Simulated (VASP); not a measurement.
# BAs (F-43m) in VASP: further runs, part 2 of 3

VASP 6.6.1.

## (3) Dielectric tensor, PBE

Input file INCAR:

```
SYSTEM = BAs
  PREC = Accurate
  ENCUT = 520
  EDIFF = 1E-8
  ISMEAR = 0
  SIGMA = 0.02
  LREAL = .False.
  LASPH = .True.
  NELM = 100
  ALGO = Normal
  ISIF = 2
  LWAVE = .False.
  LCHARG = .False.
  GGA = PE
  LEPSILON = .True.
  KPAR = 2
```

Input file KPOINTS:

```
Automatic mesh
0
Gamma
  12 12 12
  0 0 0
```

Input file POSCAR:

```
BAs
1.0
    0.0000000000      2.3889000000      2.3889000000
    2.3889000000      0.0000000000      2.3889000000
    2.3889000000      2.3889000000      0.0000000000
B As
1 1
Direct
    0.0000000000      0.0000000000      0.0000000000
    0.2500000000      0.2500000000      0.2500000000
```

Potentials or basis: VASP PAW PBE potentials, release 64 (B, As).

Run with:

```bash
$ cat potpaw_PBE.64/B/POTCAR potpaw_PBE.64/As/POTCAR > POTCAR
$ mpirun -np 2 vasp_std > vasp.out
```

OUTCAR:

```text
SYSTEM = BAs
   PREC = Accurate
   ENCUT = 520
   EDIFF = 1E-8
   ISMEAR = 0
   LREAL = .False.
   LASPH = .True.
   NELM = 100
   ISIF = 2
   GGA = PE
   LEPSILON = .True.

 ion  position               nearest neighbor table
   1  0.000  0.000  0.000-   2 2.07   2 2.07   2 2.07   2 2.07
   2  0.250  0.250  0.250-   1 2.07   1 2.07   1 2.07   1 2.07

  LATTYP: Found a face centered cubic cell.
 ALAT       =     4.7778000000

  Lattice vectors:

 A1 = (   0.0000000000,   2.3889000000,   2.3889000000)
 A2 = (   2.3889000000,   0.0000000000,   2.3889000000)
 A3 = (   2.3889000000,   2.3889000000,   0.0000000000)

Analysis of symmetry for initial positions (statically):
=====================================================================
 Subroutine PRICEL returns:
 Original cell was already a primitive cell.

 Routine SETGRP: Setting up the symmetry group for a
[... 488 lines left out ...]

 Free energy of the ion-electron system (eV)
  ---------------------------------------------------
  ---------------------------------------------------
  free energy    TOTEN  =        -0.71643167 eV

  energy without entropy =       -0.71643167

------------------------ aborting loop because EDIFF is reached ----------------------------------------

 PIEZOELECTRIC TENSOR FIELD DIRECTION 3  (e Angst)
 -----------------------------------------------------------------------------
    -0.00052  0.16690  0.00000           ( -0.00000  0.09808  0.00000)
     0.16690 -0.00052  0.00000           (  0.09808 -0.00000  0.00000)
     0.00000  0.00000  0.00012           (  0.00000  0.00000 -0.00000)

 PIEZOELECTRIC TENSOR FIELD DIRECTION 3  (C/m^2)
 -----------------------------------------------------------------------------
    -0.00030  0.09807  0.00000
     0.09807 -0.00030  0.00000
     0.00000  0.00000  0.00007

 MACROSCOPIC STATIC DIELECTRIC TENSOR (including local field effects in DFT)
 ------------------------------------------------------
           9.791872     0.000000    -0.000000
           0.000000     9.791872    -0.000000
           0.000000     0.000000     9.791872
 ------------------------------------------------------

 PIEZOELECTRIC TENSOR (including local field effects)  for field in x, y, z        (e  Angst)
          XX          YY          ZZ          XY          YZ          ZX
  --------------------------------------------------------------------------------
  x     0.00000     0.00000     0.00000     0.00000     0.16266     0.00000
  y    -0.00000     0.00000    -0.00000    -0.00000     0.00000     0.16266
  z    -0.00000    -0.00000     0.00000     0.16266    -0.00000     0.00000

 PIEZOELECTRIC TENSOR (including local field effects)  for field in x, y, z        (C/m^2)
          XX          YY          ZZ          XY          YZ          ZX
  --------------------------------------------------------------------------------
  x     0.00000     0.00000     0.00000     0.00000     0.09558     0.00000
  y    -0.00000     0.00000    -0.00000    -0.00000     0.00000     0.09558
  z    -0.00000    -0.00000     0.00000     0.09558    -0.00000     0.00000

 BORN EFFECTIVE CHARGES (including local field effects) (in |e|, cummulative output)
 ---------------------------------------------------------------------------------
 ion    1
    1    -0.53152     0.00000     0.00000
    2     0.00000    -0.53152    -0.00000
    3     0.00000     0.00000    -0.53152
 ion    2
    1     0.53152     0.00000    -0.00000
    2    -0.00000     0.53152     0.00000
    3     0.00000    -0.00000     0.53152
```

OSZICAR:

```text
N       E                     dE             d eps       ncg     rms          rms(c)
DAV:   1     0.140062274048E+02    0.14006E+02   -0.39075E+03  1152   0.885E+02
DAV:   2    -0.117241904573E+02   -0.25730E+02   -0.24882E+02  1800   0.108E+02
DAV:   3    -0.120447178651E+02   -0.32053E+00   -0.32053E+00  1272   0.166E+01
DAV:   4    -0.120452141992E+02   -0.49633E-03   -0.49633E-03  1800   0.707E-01
[... 11 lines left out ...]
RMM:   5    -0.715854978050E+00   -0.56947E-02   -0.22567E-04  7361   0.120E-01    0.114E-02
RMM:   6    -0.716191259709E+00   -0.33628E-03   -0.38352E-06  7566   0.176E-02    0.569E-03
RMM:   7    -0.716421450932E+00   -0.23019E-03   -0.21173E-06  7367   0.134E-02    0.499E-04
RMM:   8    -0.716434800537E+00   -0.13350E-04    0.33841E-09  7870   0.100E-03    0.215E-04
RMM:   9    -0.716431601308E+00    0.31992E-05   -0.29387E-09  7444   0.489E-04    0.360E-05
RMM:  10    -0.716431666348E+00   -0.65040E-07   -0.21164E-08  6577   0.118E-04    0.689E-06
```

Wall time 91 s (2 MPI ranks of Intel Xeon Platinum 8488C (Sapphire Rapids), shared host); peak memory 0.3 GiB.

What came out:

```
Band gap on the k mesh                  : 1.18 eV, indirect (least direct gap 3.28 eV)
Electronic dielectric tensor (diagonal) : 9.79
Born charges (mean of the diagonal)     : B -0.53; As +0.53 e
```

Levels at points of the mesh, in eV from the valence-band top:
| k point | band 1 | band 2 | band 3 | band 4 | band 5 | band 6 | band 7 | band 8 |
| --- | --- | --- | --- | --- | --- | --- | --- | --- |
| (0.00, 0.00, 0.00) | -15.40 | 0.00 | 0.00 | 0.00 | 3.28 | 3.28 | 3.28 | 4.68 |
| (0.50, 0.00, 0.00) | -12.53 | -8.79 | -1.82 | -1.82 | 2.69 | 4.78 | 4.78 | 8.86 |
| (0.50, 0.50, 0.00) | -11.21 | -8.53 | -4.08 | -4.08 | 1.43 | 1.44 | 11.36 | 11.36 |

Electronic dielectric tensor:
```
9.79 0.00 0.00
0.00 9.79 0.00
0.00 0.00 9.79
```

Born effective charge tensors (e):
atom 1, B
```
-0.53  0.00  0.00
 0.00 -0.53  0.00
 0.00  0.00 -0.53
```
atom 2, As
```
0.53 0.00 0.00
0.00 0.53 0.00
0.00 0.00 0.53
```

## (4) Dielectric tensor, HSE06

POSCAR is that of step 3.

Input file INCAR.step1:

```
PREC = Accurate ; ENCUT = 520
ISMEAR = 0 ; SIGMA = 0.02
LREAL = F ; LASPH = T
NELM = 100 ; ALGO = Normal
ISIF = 2 ; LWAVE = T
LCHARG = F ; GGA = PE
EDIFF = 1E-5 ; KPAR = 8
```

Input file INCAR.step2:

```
PREC = Accurate ; ENCUT = 520
EDIFF = 1E-8 ; ISMEAR = 0
SIGMA = 0.02 ; LREAL = F
LASPH = T ; NELM = 100
ALGO = Normal ; ISIF = 2
LWAVE = F ; LCHARG = F
GGA = PE ; LHFCALC = T
HFSCREEN = 0.2 ; PRECFOCK = Fast
LCALCEPS = T ; ISTART = 1
KPAR = 8
```

Input file KPOINTS:

```
regular mesh
0
Gamma
  6 6 6
```

Potentials or basis: VASP PAW PBE potentials, release 64 (B, As).

Run with:

```bash
$ cat potpaw_PBE.64/B/POTCAR potpaw_PBE.64/As/POTCAR > POTCAR
$ cp INCAR.step1 INCAR
$ mpirun -np 8 vasp_std > vasp.out
$ cp INCAR.step2 INCAR
$ mpirun -np 8 vasp_std > vasp.out
```

OUTCAR:

```text
PREC = Accurate
   ENCUT = 520
   EDIFF = 1E-8
   ISMEAR = 0
   LREAL = F
   LASPH = T
   NELM = 100
   ISIF = 2
   GGA = PE
   LHFCALC = T
   HFSCREEN = 0.2
   PRECFOCK = Fast
   ISTART = 1

 ion  position               nearest neighbor table
   1  0.000  0.000  0.000-   2 2.07   2 2.07   2 2.07   2 2.07
   2  0.250  0.250  0.250-   1 2.07   1 2.07   1 2.07   1 2.07

  LATTYP: Found a face centered cubic cell.
 ALAT       =     4.7778000000

  Lattice vectors:

 A1 = (   0.0000000000,   2.3889000000,   2.3889000000)
 A2 = (   2.3889000000,   0.0000000000,   2.3889000000)
 A3 = (   2.3889000000,   2.3889000000,   0.0000000000)

Analysis of symmetry for initial positions (statically):
=====================================================================
 Subroutine PRICEL returns:
 Original cell was already a primitive cell.

 Routine SETGRP: Setting up the symmetry group for a
 face centered cubic supercell.

 Subroutine GETGRP returns: Found 24 space group operations
 (whereof 24 operations were pure point group operations)
 out of a pool of 48 trial point group operations.

The static configuration has the point symmetry T_d .

Analysis of symmetry for dynamics (positions and initial velocities):
=====================================================================
 Subroutine PRICEL returns:
 Original cell was already a primitive cell.

 Routine SETGRP: Setting up the symmetry group for a
 face centered cubic supercell.

 Subroutine GETGRP returns: Found 24 space group operations
 (whereof 24 operations were pure point group operations)
 out of a pool of 48 trial point group operations.

[... 410 lines left out ...]
 k-point    24 :       0.0000    0.3333    0.1667
  band No.  band energies     occupation
      1      -9.4686      2.00000
      2      -0.3013      2.00000
      3       2.8663      2.00000
      4       2.9696      2.00000
      5   10000.0000      0.00000
      6   10000.0000      0.00000
      7   10000.0000      0.00000
      8   10000.0000      0.00000

 [... further k-points ...]

------------------------ aborting loop because EDIFF is reached ----------------------------------------

            Ionic dipole moment: p[ion]=(     5.97225     5.97225     5.97225 ) |e| Angst

 Total electronic dipole moment: p[elc]=(     0.00820     0.00820     0.01980 ) |e| Angst

 MACROSCOPIC STATIC DIELECTRIC TENSOR (including local field effects)
 ------------------------------------------------------
           8.710403    -0.000000    -0.000000
           0.000000     8.710403    -0.000000
          -0.000000     0.000000     8.710403
 ------------------------------------------------------

 PIEZOELECTRIC TENSOR (including local field effects) (e Angst)
          XX          YY          ZZ          XY          YZ          ZX
  --------------------------------------------------------------------------------
  x     0.00000    -0.00000    -0.00000    -0.00000     0.03182    -0.00000
  y    -0.00000    -0.00000    -0.00000     0.00000     0.00000     0.03182
  z     0.00000     0.00000    -0.00000     0.03182    -0.00000    -0.00000

 PIEZOELECTRIC TENSOR (including local field effects) (C/m^2)
          XX          YY          ZZ          XY          YZ          ZX
  --------------------------------------------------------------------------------
  x     0.00000    -0.00000    -0.00000    -0.00000     0.01870    -0.00000
  y    -0.00000    -0.00000    -0.00000     0.00000     0.00000     0.01870
  z     0.00000     0.00000    -0.00000     0.01870    -0.00000    -0.00000

 BORN EFFECTIVE CHARGES (including local field effects) (in |e|, cummulative output)
 ---------------------------------------------------------------------------------
 ion    1
    1    -0.43663     0.00000     0.00000
    2     0.00000    -0.43663     0.00000
    3    -0.00000     0.00000    -0.43663
 ion    2
    1     0.43663     0.00000     0.00000
    2     0.00000     0.43663     0.00000
    3     0.00000    -0.00000     0.43663

  FORCE on cell =-STRESS in cart. coord.  units (eV):
  Direction    XX          YY          ZZ          XY          YZ          ZX
  --------------------------------------------------------------------------------------
  -------------------------------------------------------------------------------------
  Total       -0.1106988     -0.1106988     -0.1106988      0.0000000      0.0000000     -0.0000000
  in kB       -6.5047373     -6.5047373     -6.5047373      0.0000000      0.0000000     -0.0000000
  external PRESSURE =      -6.5047373 kB  Pullay stress =       0.0000000 kB

 VOLUME and BASIS-vectors are now :
 -----------------------------------------------------------------------------
  energy-cutoff  :      520.00
  volume of cell :       27.27
      direct lattice vectors                 reciprocal lattice vectors
     0.000000000  2.388900000  2.388900000    -0.209301352  0.209301352  0.209301352
     2.388900000  0.000000000  2.388900000     0.209301352 -0.209301352  0.209301352
     2.388900000  2.388900000  0.000000000     0.209301352  0.209301352 -0.209301352

 POSITION                                       TOTAL-FORCE (eV/Angst)
 -----------------------------------------------------------------------------------
      0.00000      0.00000      0.00000        -0.000000      0.000000     -0.000000
      1.19445      1.19445      1.19445         0.000000     -0.000000      0.000000
 -----------------------------------------------------------------------------------
    total drift:                                0.000000      0.000000      0.000000

  FREE ENERGIE OF THE ION-ELECTRON SYSTEM (eV)
  ---------------------------------------------------
  free  energy   TOTEN  =       -13.2750372419 eV

  energy  without entropy=      -13.2750372419  energy(sigma->0) =      -13.27503724
```

OUTCAR.step1:

```text
PREC = Accurate
   ENCUT = 520
   ISMEAR = 0
   LREAL = F
   LASPH = T
[... 388 lines left out ...]
 -----------------------------------------------------------------------------------
      0.00000      0.00000      0.00000         0.000000      0.000000      0.000000
      1.19445      1.19445      1.19445        -0.000000     -0.000000     -0.000000
 -----------------------------------------------------------------------------------
    total drift:                               -0.000000     -0.000000     -0.000000

  FREE ENERGIE OF THE ION-ELECTRON SYSTEM (eV)
  ---------------------------------------------------
  free  energy   TOTEN  =       -11.3879461554 eV

  energy  without entropy=      -11.3879461554  energy(sigma->0) =      -11.38794616
```

OSZICAR.step1:

```text
N       E                     dE             d eps       ncg     rms          rms(c)
DAV:   1     0.139427350556E+02    0.13943E+02   -0.39957E+03   256   0.892E+02
DAV:   2    -0.116896624168E+02   -0.25632E+02   -0.25256E+02   416   0.111E+02
DAV:   3    -0.120308575466E+02   -0.34120E+00   -0.34120E+00   272   0.167E+01
DAV:   4    -0.120314884992E+02   -0.63095E-03   -0.63095E-03   400   0.781E-01
DAV:   5    -0.120314887309E+02   -0.23167E-06   -0.23167E-06   272   0.893E-03    0.494E+00
DAV:   6    -0.114548417808E+02    0.57665E+00   -0.18548E+00   264   0.705E+00    0.245E+00
DAV:   7    -0.113945239042E+02    0.60318E-01   -0.20866E-01   368   0.276E+00    0.956E-01
DAV:   8    -0.113874086804E+02    0.71152E-02   -0.22420E-02   280   0.105E+00    0.119E-01
DAV:   9    -0.113877475070E+02   -0.33883E-03   -0.62065E-04   304   0.201E-01    0.682E-02
DAV:  10    -0.113879402557E+02   -0.19275E-03   -0.30625E-04   312   0.129E-01    0.167E-02
DAV:  11    -0.113879461554E+02   -0.58996E-05   -0.11428E-05   312   0.268E-02
   1 F= -.11387946E+02 E0= -.11387946E+02  d E =-.937378E-29
```

It took 11 min on 8 MPI ranks of AMD EPYC 7R13 (Zen 3), shared host; peak memory 0.32 GiB.

Results:

| Item | Value |
| --- | --- |
| Band gap on the k mesh | 1.96 eV, indirect (least direct gap 4.13 eV) |
| Electronic dielectric tensor (diagonal) | 8.71 |
| Born charges (mean of the diagonal) | B -0.44; As +0.44 e |

Levels at points of the mesh, in eV from the valence-band top:
| k point | band 1 | band 2 | band 3 | band 4 | band 5 | band 6 | band 7 | band 8 |
| --- | --- | --- | --- | --- | --- | --- | --- | --- |
| (0.00, 0.00, 0.00) | -16.96 | 0.00 | 0.00 | 0.00 | 4.13 | 4.13 | 4.13 | 5.89 |
| (0.50, 0.00, 0.00) | -13.77 | -9.70 | -1.99 | -1.99 | 3.58 | 5.71 | 5.71 | 10.04 |
| (0.50, 0.50, 0.00) | -12.26 | -9.49 | -4.46 | -4.46 | 2.10 | 2.17 | 12.96 | 12.96 |

Electronic dielectric tensor:
```
8.71 0.00 0.00
0.00 8.71 0.00
0.00 0.00 8.71
```

Born effective charge tensors (e):
atom 1, B
```
-0.44  0.00  0.00
 0.00 -0.44  0.00
 0.00  0.00 -0.44
```
atom 2, As
```
0.44 0.00 0.00
0.00 0.44 0.00
0.00 0.00 0.44
```

Dipole moments of the cell (e·Å, modulo the quantum): ionic 5.972, 5.972, 5.972; electronic 0.008, 0.008, 0.020

Caveat: the PAW data sets were made with another functional, which shifts forces and pressure a little.

(Continued in part 3 of 3.)
